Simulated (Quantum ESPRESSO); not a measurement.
## CuO: zone-centre phonons under several settings

```
Cu O
1.0
     2.83633    0.00000    0.00000
    -1.41816    2.45633    0.00000
     0.00000    0.00000    2.76811
Cu O
1 1
Direct
  0.00000 0.00000 0.00000
  0.66667 0.33333 0.50000
```

Measurements of this composition are mostly on another form, of space group No. 15.

All runs used Quantum ESPRESSO 7.5; potentials GBRV 1.5 LDA; k mesh 9 × 9 × 8; no spin polarisation; cutoff 762 eV; occupations cold, width 0.2 eV.

| level | geometry | volume (Å³/atom) | pressure (GPa) | lowest optical mode without the field (cm⁻¹) | highest optical mode without the field (cm⁻¹) |
| --- | --- | --- | --- | --- | --- |
| LDA | relaxed at 0 GPa | 8.90 | -0.3 | 178i | 341 |
| LDA | relaxed at 10 GPa | 8.53 | 9.6 | 143i | 388 |
| LDA | relaxed at 25 GPa | 8.10 | 24.5 | 67i | 446 |
| LDA | relaxed at 50 GPa | 7.56 | 50.0 | 145 | 527 |
| LDA | relaxed at 80 GPa | ? | 79.7 | ? | ? |

**Question.** What stands in the row left open?

**Answer.** Volume 7.11 Å³/atom; lowest optical mode without the field 220 cm⁻¹; highest optical mode without the field 602 cm⁻¹.

Values marked i are imaginary: the cell is unstable against those modes at that level, or the meshes are too thin.

Caveats: the mesh is thin for the phonons of a metal; an odd number of electrons without spin polarisation forces a metal; a magnetic or distorted state may lie lower; the run has no spin polarisation, though such a crystal can be magnetic; the cell is more than 3 GPa from zero pressure, which shifts response properties (some runs); some modes are imaginary (some runs).

For the row left open. Caveat: the mesh is thin for the phonons of a metal; the volume moved by over 15 % at a fixed basis, so the end points are rough; the cell is more than 3 GPa from zero pressure, which shifts response properties; an odd number of electrons without spin polarisation forces a metal; a magnetic or distorted state may lie lower; the run has no spin polarisation, though such a crystal can be magnetic.
